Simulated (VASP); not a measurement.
Here is a VASP 6.6.1 calculation.

Contents of INCAR:

```
ALGO     = Fast           # electronic algorithm
EDIFF    = 1E-6           # SCF threshold, eV
ENCUT    = 520            # plane-wave cutoff, eV
GGA      = PS             # functional
ISIF     = 2              # what is computed and relaxed
ISMEAR   = 0              # smearing method
LASPH    = True           # aspherical terms in the spheres
LCHARG   = False          # write CHGCAR
LREAL    = Auto         
LWAVE    = False          # write WAVECAR
NBANDS   = 57             # bands
NELM     = 100            # most SCF steps
PREC     = Accurate       # precision mode
SIGMA    = 0.02           # smearing width, eV
```

Contents of KPOINTS:

```
k-points
0
Gamma
  2 2 1
```

The input POSCAR:

```
C19O
1.0
    7.3980000000      0.0000000000      0.0000000000
   -3.6990000000      6.4068560000      0.0000000000
    0.0000000000      0.0000000000     13.0000000000
C O
19 1
Direct
   -0.0032645603      0.0004687166      0.0656223077
    0.2174386182      0.1108393883      0.0655940769
   -0.0053638227      0.3336486726      0.0655807692
    0.2195848708      0.4461175653      0.0656027692
   -0.0034196644      0.6691314742      0.0656203077
    0.2176061068      0.7796293533      0.0656109231
    0.3279503851      0.0003187211      0.0655890769
    0.5529025613      0.1128002565      0.0655124615
    0.3299366273      0.3357840413      0.0655675385
    0.5509586384      0.4463206290      0.0655871538
    0.3300904085      0.6671570268      0.0655751538
    0.5508071325      0.7774917994      0.0655309231
    0.6632709865      0.0024411349      0.0655050000
    0.8843155454      0.1129500960      0.0655488462
    0.6634243880      0.3338417470      0.0655782308
    0.8841296978      0.4441836995      0.0655939231
    0.6613315410      0.6670074995      0.0655933846
    0.8862290309      0.7794777969      0.0656459231
    0.6930603371     -0.0533345841      0.3215003077
    0.6034915574      0.0106251803      0.3641951538
```

Potentials or basis: VASP PAW PBE potentials, release 64 (C, O).

Launch:

```bash
$ cat potpaw_PBE.64/C/POTCAR potpaw_PBE.64/O/POTCAR > POTCAR
$ mpirun -np 1 vasp_std > vasp.out
```

(1) What does it give for the largest force?

(2) Predict the band gap on the k mesh.

Answers

(1) 1.027 eV/Å.

(2) 0.21 eV, direct.

Caveat: the k mesh is coarse (spacing up to 0.49 Å⁻¹), so the values aren't converged; the standard files for N, O and F lose accuracy on very short bonds; the PAW data sets were made with another functional, which shifts forces and pressure a little.
